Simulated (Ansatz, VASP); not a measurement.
## Two plane-wave programs on LiF

```
CELL_PARAMETERS angstrom
3.06094 0.00000 0.00000
-1.53047 2.65085 0.00000
0.00000 0.00000 4.80732
ATOMIC_POSITIONS crystal
Li 0.33333 0.66667 0.38115
Li 0.66667 0.33333 0.88115
F 0.33333 0.66667 0.99384
F 0.66667 0.33333 0.49384
```

Measurements of this composition are mostly on another form, of space group No. 225.

Alike in both runs: task relaxation of cell and atoms; functional PBE; k mesh 9 × 9 × 6; occupations gaussian, width 0.02 eV; no spin polarisation.

|  | VASP | Ansatz |
| --- | --- | --- |
| version | VASP 6.6.1 | Ansatz 0.2.0 |
| potentials or method | VASP PAW PBE potentials, release 64 (Li_sv, F) | scalar-relativistic, plane waves, PAW |
| plane-wave cutoff (eV) | 600 | 420 |
| valence electrons in the cell | 20 | 20 |

Ansatz gave:

```
gap on the k mesh at the Fermi level, each at its own relaxed structure (eV) : 7.60
relaxed volume (Å³/atom)                                                     : 10.37
relaxed cell length with the largest relative difference (Å)                 : 4.904
energy change over the relaxation (meV/atom)                                 : -7
```

**Question.** Estimate VASP's values.

**Answer.** gap on the k mesh at the Fermi level, each at its own relaxed structure (eV): 7.61; relaxed volume (Å³/atom): 10.31; relaxed cell length with the largest relative difference (Å): 4.889; energy change over the relaxation (meV/atom): -5.

Caveats: the cutoff is under 1.25 times the usual one of these potentials, so pressure, stress and relaxed cells hold a basis-set (Pulay) error (VASP); an odd mesh through Γ misses points on the zone boundary, where band edges often lie. Expect the measured gap to be larger: semilocal functionals such as PBE lack the derivative discontinuity.
